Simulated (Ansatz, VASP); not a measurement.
**Two plane-wave programs on Ge**

```xyz
1
Lattice="-1.6084 1.6084 1.8732 1.6084 -1.6084 1.8732 1.6084 1.6084 -1.8732" Properties=species:S:1:pos:R:3 pbc="T T T"
Ge    0.0000    0.0000    1.8732
```

The cell was built by a generator and needn't be a form met in nature.

Alike in both runs: task single point; functional PBE; k mesh 12 × 12 × 12; occupations gaussian, width 0.026 eV; no spin polarisation.

```csv
,VASP,Ansatz
version,VASP 6.6.1,Ansatz 0.2.0
potentials or method,"VASP PAW PBE potentials, release 64 (Ge_d)",Ansatz PAW
plane-wave cutoff (eV),520,420
valence electrons in the cell,14,14
```

Ansatz gave:

| Quantity | Value |
| --- | --- |
| gap on the k mesh at the Fermi level (eV) | none |
| pressure (GPa) | 0.8 |
| largest component of the traceless stress (GPa) | 0.63 |

Problem. Which values does VASP return?

Solution. gap on the k mesh at the Fermi level (eV): none; pressure (GPa): 0.7; largest component of the traceless stress (GPa): 0.64.

A gap of «none» marks a metal or a gap that the smearing closes.
